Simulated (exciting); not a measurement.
# Fe (Im-3m) in exciting: reference runs

Aim: a first look at Fe with PBEsol, on the cell as given.

All numbers are computed with exciting (release sodium); they aren't measurements. Logs are shortened: lines on timing, memory, paths and dates and some standing lists are left out, and cuts for length are marked.

**1. Starting point**

The structure is cubic, space group Im-3m (No. 229). The conventional cell has a = 2.886 Å, b = 2.886 Å, c = 2.886 Å, α = 90.00°, β = 90.00°, γ = 90.00°. Fe (site symmetry m-3m) is surrounded by 8 Fe at 2.50 Å.

**2. Single point, PBEsol, collinear spin, ferromagnetic start**

File input.xml:

```xml
<input>
  <title>Fe</title>
  <structure speciespath="./" tshift="false">
    <crystal scale="1">
      <basevect>-2.726874797835 2.726874797835 2.726874797835</basevect>
      <basevect>2.726874797835 -2.726874797835 2.726874797835</basevect>
      <basevect>2.726874797835 2.726874797835 -2.726874797835</basevect>
    </crystal>
    <species speciesfile="Fe.xml" rmt="2">
      <atom coord="0.000000000000 0.000000000000 0.000000000000" bfcmt="0 0 -8"/>
    </species>
  </structure>
  <groundstate do="fromscratch" ngridk="13 13 13" rgkmax="9" gmaxvr="14" lmaxapw="10" lmaxmat="10" lmaxvr="8" xctype="GGA_PBE_SOL" stype="Fermi Dirac" swidth="0.00183747" nempty="20" ValenceRelativity="iora*" epsengy="1e-05" epspot="1e-05" maxscl="90" tforce="true" outputlevel="normal">
    <spin reducebf="0.5"/>
  </groundstate>
  <properties>
    <chargedensityplot>
      <plot3d>
        <box grid="13 13 13">
          <origin coord="0 0 0"/>
          <point coord="1 0 0"/>
          <point coord="0 1 0"/>
          <point coord="0 0 1"/>
        </box>
      </plot3d>
    </chargedensityplot>
    <elfplot>
      <plot3d>
        <box grid="13 13 13">
          <origin coord="0 0 0"/>
          <point coord="1 0 0"/>
          <point coord="0 1 0"/>
          <point coord="0 0 1"/>
        </box>
      </plot3d>
    </elfplot>
    <exccplot>
      <plot3d>
        <box grid="13 13 13">
          <origin coord="0 0 0"/>
          <point coord="1 0 0"/>
          <point coord="0 1 0"/>
          <point coord="0 0 1"/>
        </box>
      </plot3d>
    </exccplot>
  </properties>
</input>
```

Potentials or basis: all-electron LAPW+lo, shipped species files, valence relativity iora*.

Started as:

```bash
OMP_NUM_THREADS=1 exciting_smp
```

INFO.OUT:

```text
================================================================================
EXCITING SODIUM started
[... 10 lines left out ...]

 Lattice vectors (cartesian) :
     -2.7268747978      2.7268747978      2.7268747978
      2.7268747978     -2.7268747978      2.7268747978
      2.7268747978      2.7268747978     -2.7268747978

 Reciprocal lattice vectors (cartesian) :
      0.0000000000      1.1520854042      1.1520854042
      1.1520854042      0.0000000000      1.1520854042
      1.1520854042      1.1520854042      0.0000000000

 Unit cell volume                           :      81.1064860106
 Brillouin zone volume                      :       3.0583277077

 Species :    1 (Fe)
     parameters loaded from                 :    Fe.xml
     name                                   :    iron
     nuclear charge                         :     -26.00000000
     electronic charge                      :      26.00000000
     atomic mass                            :  101799.20740000
     muffin-tin radius                      :       2.00000000
     # of radial points in muffin-tin       :     350

     atomic positions (lattice) :
       1 :   0.00000000  0.00000000  0.00000000

     magnetic fields (cartesian) :
       1 :   0.00000000  0.00000000 -8.00000000

 Total number of atoms per unit cell        :       1

 Spin treatment                             :    spin-polarised
 Global magnetic field (cartesian) :        0.00000000   0.00000000   0.00000000
 collinear magnetisation in z-direction

 Number of Bravais lattice symmetries       :      48
 Number of crystal symmetries               :      48

 k-point grid                               :      13   13   13
 Total number of k-points                   :      84
 k-point set is reduced with crystal symmetries

 R^MT_min * |G+k|_max (rgkmax)              :       9.00000000
 Species with R^MT_min                      :       1 (Fe)
 Maximum |G+k| for APW functions            :       4.50000000
 Maximum |G| for potential and density      :      14.00000000

 G-vector grid sizes                        :      24    24    24
 Total number of G-vectors                  :    3781

 Maximum angular momentum used for
     APW functions                          :      10
     computing H and O matrix elements      :      10
     potential and density                  :       8
     inner part of muffin-tin               :       2

 Total nuclear charge                       :     -26.00000000
 Total electronic charge                    :      26.00000000
 Total core charge                          :      10.00000000
 Total valence charge                       :      16.00000000

 Number of empty states                     :      20
 Total number of valence states             :      58

 Maximum Hamiltonian size                   :     153
 Maximum number of plane-waves              :     140
 Total number of local-orbitals             :      13

 Exchange-correlation type                  :      22
     PBEsol, Phys. Rev. Lett. 100, 136406 (2008)
     Generalised gradient approximation (GGA)

 Smearing scheme                            :    Fermi-Dirac
 Smearing width                             :       0.00183747

 Using multisecant Broyden potential mixing
[... 6 lines left out ...]
* Groundstate module started                                                   *
********************************************************************************
 Output level for this task is set to normal

++++++++++++++++++++++++++++++++++++++++++++++++++++++++++++++++++++++++++++++++
[... 5 lines left out ...]
+ SCF iteration number :    1                                                  +
++++++++++++++++++++++++++++++++++++++++++++++++++++++++++++++++++++++++++++++++
 Total energy                               :     -1268.06968660
 _______________________________________________________________
 Fermi energy                               :         0.37560057
 Kinetic energy                             :      1290.08950607
 Coulomb energy                             :     -2503.62190049
 Exchange energy                            :       -53.16265119
 Correlation energy                         :        -1.37464100
 No external B-field energy in total energy

 DOS at Fermi energy (states/Ha/cell)       :        31.09951400

 Electron charges :
     core                                   :        10.00000000
     core leakage                           :         0.00000000
     valence                                :        16.00000000
     interstitial                           :         2.05821872
     charge in muffin-tin spheres :
                  atom     1    Fe          :        23.94178128
     total charge in muffin-tins            :        23.94178128
     total charge                           :        26.00000000

 Moments :
     interstitial                           :         0.05012046
     moment in muffin-tin spheres :
                  atom     1    Fe          :         1.90005315
     total moment in muffin-tins            :         1.90005315
     total moment                           :         1.95017361
[... 303 lines left out ...]
 Electron charges :
     core                                   :        10.00000000
     core leakage                           :         0.00000000
     valence                                :        16.00000000
     interstitial                           :         1.94596321
     charge in muffin-tin spheres :
                  atom     1    Fe          :        24.05403679
     total charge in muffin-tins            :        24.05403679
     total charge                           :        26.00000000

 Moments :
     interstitial                           :        -0.02751433
     moment in muffin-tin spheres :
                  atom     1    Fe          :         2.29438331
     total moment in muffin-tins            :         2.29438331
     total moment                           :         2.26686898

 RMS change in effective potential (target) :  0.102638E-03  ( 0.100000E-04)
 Absolute change in total energy   (target) :  0.491370E-03  ( 0.100000E-04)
 Charge distance                   (target) :  0.898947E-05  ( 0.100000E-04)
 Abs. change in max-nonIBS-force   (target) :   0.00000      ( 0.500000E-04)

++++++++++++++++++++++++++++++++++++++++++++++++++++++++++++++++++++++++++++++++
[... 13 further cycles ...]
+ SCF iteration number :   24                                                  +
++++++++++++++++++++++++++++++++++++++++++++++++++++++++++++++++++++++++++++++++
 Total energy                               :     -1271.63965908
 _______________________________________________________________
 Fermi energy                               :         0.34654116
 Kinetic energy                             :      1288.55034884
 Coulomb energy                             :     -2505.45739519
 Exchange energy                            :       -53.35915929
 Correlation energy                         :        -1.37345343
 No external B-field energy in total energy

 DOS at Fermi energy (states/Ha/cell)       :        34.13124472

 Electron charges :
     core                                   :        10.00000000
     core leakage                           :         0.00000000
     valence                                :        16.00000000
     interstitial                           :         1.94581748
     charge in muffin-tin spheres :
                  atom     1    Fe          :        24.05418252
     total charge in muffin-tins            :        24.05418252
     total charge                           :        26.00000000

 Moments :
     interstitial                           :        -0.02719612
     moment in muffin-tin spheres :
                  atom     1    Fe          :         2.28334929
     total moment in muffin-tins            :         2.28334929
     total moment                           :         2.25615317

 RMS change in effective potential (target) :  0.199105E-04  ( 0.100000E-04)
 Absolute change in total energy   (target) :  0.281429E-02  ( 0.100000E-04)
 Charge distance                   (target) :  0.614123E-05  ( 0.100000E-04)
 Abs. change in max-nonIBS-force   (target) :   0.00000      ( 0.500000E-04)
[... 303 lines left out ...]
 Electron charges :
     core                                   :        10.00000000
     core leakage                           :         0.00000000
     valence                                :        16.00000000
     interstitial                           :         1.94581664
     charge in muffin-tin spheres :
                  atom     1    Fe          :        24.05418336
     total charge in muffin-tins            :        24.05418336
     total charge                           :        26.00000000

 Moments :
     interstitial                           :        -0.02719425
     moment in muffin-tin spheres :
                  atom     1    Fe          :         2.28332401
     total moment in muffin-tins            :         2.28332401
     total moment                           :         2.25612976

 RMS change in effective potential (target) :  0.803983E-09  ( 0.100000E-04)
 Absolute change in total energy   (target) :  0.414396E-06  ( 0.100000E-04)
 Charge distance                   (target) :  0.153812E-08  ( 0.100000E-04)
 Abs. change in max-nonIBS-force   (target) :   0.00000      ( 0.500000E-04)

++++++++++++++++++++++++++++++++++++++++++++++++++++++++++++++++++++++++++++++++
| Convergency criteria checked for the last 2 iterations                       +
| Convergence targets achieved. Performing final SCF iteration                 +
++++++++++++++++++++++++++++++++++++++++++++++++++++++++++++++++++++++++++++++++
 Total energy                               :     -1271.63984279
 _______________________________________________________________
 Fermi energy                               :         0.34654087
 Kinetic energy                             :      1288.55031597
 Coulomb energy                             :     -2505.45754030
 Exchange energy                            :       -53.35916487
 Correlation energy                         :        -1.37345361
 No external B-field energy in total energy

 DOS at Fermi energy (states/Ha/cell)       :        34.13153449

 Electron charges :
     core                                   :        10.00000000
     core leakage                           :         0.00000000
     valence                                :        16.00000000
     interstitial                           :         1.94581664
     charge in muffin-tin spheres :
                  atom     1    Fe          :        24.05418336
     total charge in muffin-tins            :        24.05418336
     total charge                           :        26.00000000

 Moments :
     interstitial                           :        -0.02719425
     moment in muffin-tin spheres :
                  atom     1    Fe          :         2.28332401
     total moment in muffin-tins            :         2.28332401
     total moment                           :         2.25612976

++++++++++++++++++++++++++++++++++++++++++++++++++++++++++++++++++++++++++++++++
+ Self-consistent loop stopped                                                 +
++++++++++++++++++++++++++++++++++++++++++++++++++++++++++++++++++++++++++++++++
 STATE.OUT is written

--------------------------------------------------------------------------------
- Writing atomic positions and forces                                          -
--------------------------------------------------------------------------------

 Atomic positions (lattice) :
 atom     1  Fe  :     0.00000000    0.00000000    0.00000000

 Total atomic forces including IBS (cartesian) :
 atom     1  Fe  :     0.00000000    0.00000000    0.00000000

 Atomic force components including IBS (cartesian) :
 atom     1  Fe  :     0.00000000    0.00000000    0.00000000   HF force
                 :     0.00000000    0.00000000    0.00000000   core correction
                 :     0.00000000    0.00000000    0.00000000   IBS correction

********************************************************************************
* Groundstate module stopped                                                   *
********************************************************************************

--------------------------------------------------------------------------------
- CAUTION! Warnings have been written in file WARNING.OUT !                    -
--------------------------------------------------------------------------------
================================================================================
| EXCITING SODIUM stopped                                                      =
================================================================================
```

Run time: 3.4 min. Hardware: 1 thread of Arm Neoverse V1, shared host; peak memory 0.1 GiB.

What came out:

| Quantity | Value |
| --- | --- |
| Free energy | -34603.0932 eV |
| Band gap on the k mesh | none (metal or under the smearing width) |
| Net moment | 2.26 μB per cell |
| Site moments | Fe +2.28 μB |
| All electrons inside the program's atomic spheres | Fe 24.05 (radii Fe 2.0 bohr) |

Caveat: the log's total energy holds no entropy term; the free energy is that total less TS from the occupations.
